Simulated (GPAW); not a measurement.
# CuO (P4_2/mmc) in GPAW: reference runs

How does CuO come out in PBE? The cell is run as given.

Everything below comes from runs of GPAW 26.7.0. Logs are shortened: lines on timing, memory, paths and dates and some standing lists are left out, and cuts for length are marked. The log counts tension as positive stress, the text compression.

### 1 The crystal as given

The structure is tetragonal, space group P4_2/mmc (No. 131). Conventional cell: a = 3.422 Å, b = 3.422 Å, c = 4.260 Å, α = 90.00°, β = 90.00°, γ = 90.00°. Cu (site symmetry mmm) is surrounded by 4 O at 2.02 Å. O (site symmetry -4m2) is surrounded by 4 Cu at 2.02 Å and 2 O at 2.13 Å.

Measurements of this composition are mostly on another form, of space group No. 15.

### 2 Single point, PBE

run.py

```python
from ase import Atoms
from ase.dft.bandgap import bandgap
from ase.io import write
from ase.units import Bohr, GPa
from gpaw import GPAW, PW
from gpaw.elf import elf_from_dft_calculation

atoms = Atoms(['Cu', 'Cu', 'O', 'O'],
              cell=[[3.42205097, 0.0, 0.0],
                    [0.0, 3.42205097, 0.0],
                    [0.0, 0.0, 4.26046148]],
              scaled_positions=[[0.0, 0.5, 0.0],
                                [0.5, 0.0, 0.5],
                                [0.0, 0.0, 0.25],
                                [0.0, 0.0, 0.75]],
              pbc=True)

calc = GPAW(mode=PW(800),
            xc='PBE',
            kpts={'size': (8, 8, 6), 'gamma': True},
            occupations={'name': 'fermi-dirac', 'width': 0.05},
            nbands=33,
            convergence={'density': 1e-05, 'energy': 1e-05},
            maxiter=150,
            txt='gpaw.txt')
atoms.calc = calc
energy = atoms.get_potential_energy()
forces = atoms.get_forces()
stress = atoms.get_stress()
calc.write('gs.gpw')
write('result.traj', atoms)
print(f'Energy: {energy:.6f} eV')
print('Forces (eV/A):')
print(forces.round(4))
print('Stress (GPa):', (stress / GPa).round(3))
print('Fermi level:', round(calc.get_fermi_level(), 4), 'eV')
print(f'Gap: {bandgap(calc)[0]:.4f} eV, direct: {bandgap(calc, direct=True)[0]:.4f} eV')

# fields on the real-space grid
write('density.cube', atoms, data=calc.get_pseudo_density() * Bohr**3)
write('potential.cube', atoms, data=calc.get_electrostatic_potential())
write('elf.cube', atoms, data=elf_from_dft_calculation(calc).data)
```

Potentials or basis: GPAW PAW data sets (gpaw-data 1.2.1), pw.

The run is started by

```bash
$ OMP_NUM_THREADS=1 python run.py
```

gpaw.txt:

```text
__  _  _
 | _ |_)|_||  |
 |__||  | ||/\| - 26.7.0

Input parameters:
  mode=PW(ecut=800.0),
  convergence={'density': 1e-05, 'energy': 1e-05},
  kpts=MonkhorstPack(size=(8, 8, 6), gamma=True),
  maxiter=150,
  nbands=33,
  occupations=Occupations(name='fermi-dirac', width=0.05),
  xc=XC(name='PBE')

Diagonalizing LCAO Hamiltonian
Converting LCAO to pw mode
   .-------.
  /|       |
 * |       |
 O |       |
 | |       |
 | .-Cu----.
 OCu      /
 *-------*

Atoms  # Å, Bohr magnetons
|   | symbol |        x |        y |        z |    initial magnetic moments |
|---|--------|----------|----------|----------|-----------------------------|
| 0 |     Cu | 0.000000 | 1.711025 | 0.000000 | ( 0.0000,  0.0000,  0.0000) |
| 1 |     Cu | 1.711025 | 0.000000 | 2.130231 | ( 0.0000,  0.0000,  0.0000) |
| 2 |      O | 0.000000 | 0.000000 | 1.065115 | ( 0.0000,  0.0000,  0.0000) |
| 3 |      O | 0.000000 | 0.000000 | 3.195346 | ( 0.0000,  0.0000,  0.0000) |

Unit cell  # Å
| periodic |        x |        y |        z |  lengths |    angles |
|----------|----------|----------|----------|----------|-----------|
|      yes | 3.422051 | 0.000000 | 0.000000 | 3.422051 | 90.000000 |
|      yes | 0.000000 | 3.422051 | 0.000000 | 3.422051 | 90.000000 |
|      yes | 0.000000 | 0.000000 | 4.260461 | 4.260461 | 90.000000 |

Number of symmetries: 8
Symmetry operations  # r_c * U_cc + t_c -> r_c
|   | kind |            matrix            |
|---|------|------------------------------|
| 0 |  E   |  1, 0, 0,  0, 1, 0,  0, 0, 1 |
| 1 |  σ   |  1, 0, 0,  0, 1, 0,  0, 0,-1 |
| 2 |  σ   |  1, 0, 0,  0,-1, 0,  0, 0, 1 |
| 3 |  C2  |  1, 0, 0,  0,-1, 0,  0, 0,-1 |
| 4 |  σ   | -1, 0, 0,  0, 1, 0,  0, 0, 1 |
| 5 |  C2  | -1, 0, 0,  0, 1, 0,  0, 0,-1 |
| 6 |  C2  | -1, 0, 0,  0,-1, 0,  0, 0, 1 |
| 7 |  i   | -1, 0, 0,  0,-1, 0,  0, 0,-1 |

BZ-sampling:
  Number of BZ points: 384
  Number of IBZ points: 100

  Monkhorst-Pack size: [8, 8, 6]
  Monkhorst-Pack shift: [0.0625, 0.0625, 0.08333333333333333]

K-points  # in reciprocal-cell coordinates
|     |                                coordinates |     weight |
|-----|--------------------------------------------|------------|
|   0 | (  0.00000000,   0.00000000,   0.00000000) | 0.00260417 |
|   1 | (  0.00000000,   0.00000000,   0.16666667) | 0.00520833 |
|   2 | (  0.00000000,   0.00000000,   0.33333333) | 0.00520833 |
|   3 | (  0.00000000,   0.00000000,   0.50000000) | 0.00260417 |
|   4 | (  0.00000000,   0.12500000,   0.00000000) | 0.00520833 |
|   5 | (  0.00000000,   0.12500000,   0.16666667) | 0.01041667 |
|   6 | (  0.00000000,   0.12500000,   0.33333333) | 0.01041667 |
|   7 | (  0.00000000,   0.12500000,   0.50000000) | 0.00520833 |
|   8 | (  0.00000000,   0.25000000,   0.00000000) | 0.00520833 |
|   9 | (  0.00000000,   0.25000000,   0.16666667) | 0.01041667 |
| ... |                                            |            |
|  99 | (  0.50000000,   0.50000000,   0.50000000) | 0.00260417 |

Plane wave coefficients: 2584
Cutoff: 800.0 eV

Spin-components: 1 (collinear spins)
Bands:           33
Projectors:      22
Spin-degeneracy: 2
Datatype:        complex128

Parallelization:
  kpt:    1
  domain: 1
  band:   1

Density:
  Valence electrons: 34.0
  Components: 1
  Grid points: [24 24 28]
  Charge: 0.0  # |e|

Potential:
  Grid points: [24 24 28]

species:
  Cu:
    name:    Copper
    Z:       29.0
    valence: 11
    core:    18
    charge:  0.0  # [|e|]
    compensation charges:
      type: gauss
      rc: 0.33  # [Å]
      lmax: 2
    cutoffs:
      filter: 2.06  # [Å]
      core: 2.43  # [Å]
    projectors
    | kind |    occ | energy [eV] | rcut [Å] |
    |------|--------|-------------|----------|
    |   4s |  1.000 |      -4.609 |    1.164 |
    |   4p |  0.000 |      -0.698 |    1.164 |
    |   3d | 10.000 |      -5.039 |    1.058 |
    |    s |        |      22.603 |    1.164 |
    |    p |        |      26.513 |    1.164 |
    |    d |        |      22.172 |    1.058 |

    Using partial waves for Cu as LCAO basis

  O:
    name:    Oxygen
    Z:       8.0
    valence: 6
    core:    2
    charge:  0.0  # [|e|]
    compensation charges:
      type: gauss
      rc: 0.21  # [Å]
      lmax: 2
    cutoffs:
      filter: 1.17  # [Å]
      core: 0.83  # [Å]
    projectors
    | kind |    occ | energy [eV] | rcut [Å] |
    |------|--------|-------------|----------|
    |   2s |  2.000 |     -23.961 |    0.688 |
    |   2p |  4.000 |      -9.029 |    0.598 |
    |    s |        |       3.251 |    0.688 |
    |    p |        |      18.182 |    0.598 |
    |    d |        |       0.000 |    0.619 |

    Using partial waves for O as LCAO basis

Reference energy: -94124.608285  # eV

eigensolver:
  PPCG
  Converge bands: occupied
  niter=2

density mixing:
  MSR1-Mixer
  Pratt-step length: 0.05
  Maximum mixing coefficient: 0.75
  Old densities: 10
  SVD Regularization: 0.005
  Good broyden scale: 1.0
  Trust region scale: 1.0
  Backstep threshold: 4.0
  History deletion threshold: 6.0
  Fourier metric: weight=20.0, sigma=0.015

occupation numbers:
  Fermi-Dirac:
    width: 0.0500  # eV

poisson solver:
  ecut: 6400.0  # eV

xc functional:
  name: PBE with 2 nearest neighbor stencil

convergence criteria:
[... 6 lines left out ...]
|iter     | |      energy | eigst |  dens |
|---------|-|-------------|-------|-------|
|iter:   1| |  -25.309069 | +0.12 |       |
|iter:   2| |  -21.969949 | -1.70 | -0.84 |
|iter:   3| |  -18.833564 | -1.13 | -0.96 |
|iter:   4| |  -18.621084 | -2.48 | -1.44 |
|iter:   5| |  -18.589212 | -2.98 | -1.72 |
|iter:   6| |  -18.606059 | -3.39 | -2.31 |
|iter:   7| |  -18.584859 | -3.66 | -2.11 |
|iter:   8| |  -18.584693 | -5.59 | -2.82 |
|iter:   9| |  -18.584677c| -5.57 | -3.08 |
|iter:  10| |  -18.584676c| -7.63c| -4.02 |
|iter:  11| |  -18.584674c| -8.12c| -4.40 |
|iter:  12| |  -18.584674c| -8.86c| -5.23c|

Converged in 12 steps
Energy contributions relative to reference atoms: (reference = -94124.608285)

Energy contributions:
  Kinetic:          -5.141825
  Coulomb:          -1.770627
  Zero:              0.593597
  External:          0.000000
  Xc:              -12.256027
  Entropy:          -0.019586
  Spinorbit:         0.000000
  ----------------------------
  Free energy:     -18.594467
  Extrapolated:    -18.584674

dipole moment: (-26.668375, -26.668374, -9.190684)  # |e|*Ang

Fermi level: 4.668
Eigenvalues  # (at kpt = [0.000, 0.000, 0.000])
| band index |      eig [eV] | occ [0-2] |
|------------|---------------|-----------|
|          0 |       -15.378 |     2.000 |
|        ... |               |           |
|          7 |         1.024 |     2.000 |
|          8 |         1.875 |     2.000 |
|          9 |         2.130 |     2.000 |
|         10 |         2.308 |     2.000 |
|         11 |         2.415 |     2.000 |
|         12 |         2.415 |     2.000 |
[... 8 lines left out ...]
|         21 |        14.303 |     0.000 |
|         22 |        15.881 |     0.000 |
|        ... |               |           |
|         32 |        28.159 |     0.000 |

No gap
No difference between direct/indirect transitions

Forces  # eV/Ang
|       x |       y |        z |
|---------|---------|----------|
| 0.00000 | 0.00000 |  0.00000 |  # Cu   0
| 0.00000 | 0.00000 |  0.00000 |  # Cu   1
| 0.00000 | 0.00000 |  0.00000 |  # O    2
| 0.00000 | 0.00000 | -0.00000 |  # O    3

Stress tensor  # eV/Ang^3
|        x |        y |         z |
|----------|----------|-----------|
| 0.084049 | 0.000000 |  0.000000 |
| 0.000000 | 0.084048 |  0.000000 |
| 0.000000 | 0.000000 | -0.137789 |

# Writing to gs.gpw (mode='')
```

Run time: 3.1 min. Hardware: 1 thread of Arm Neoverse V1, shared host; peak memory 0.34 GiB.

Results:

| Quantity | Value |
| --- | --- |
| Free energy | -18.5945 eV |
| Pressure | -1.6 GPa |
| Band gap on the k mesh | none (metal or under the smearing width) |

Stress tensor (GPa, compression positive):
```
-13.47   0.00   0.00
  0.00 -13.47   0.00
  0.00   0.00  22.08
```

Caveat: with this Cu data set, volumes or pressures lay over 1.5 % or 2 GPa off other programs in two to four cells of ten; the run has no spin polarisation, though such a crystal can be magnetic; semilocal functionals often make such compounds metallic where correlation or magnetic order opens a gap, which also shifts bond lengths. With open d or f shells a metallic result of PBE can be an artefact of self-interaction; +U or a hybrid may open a gap.
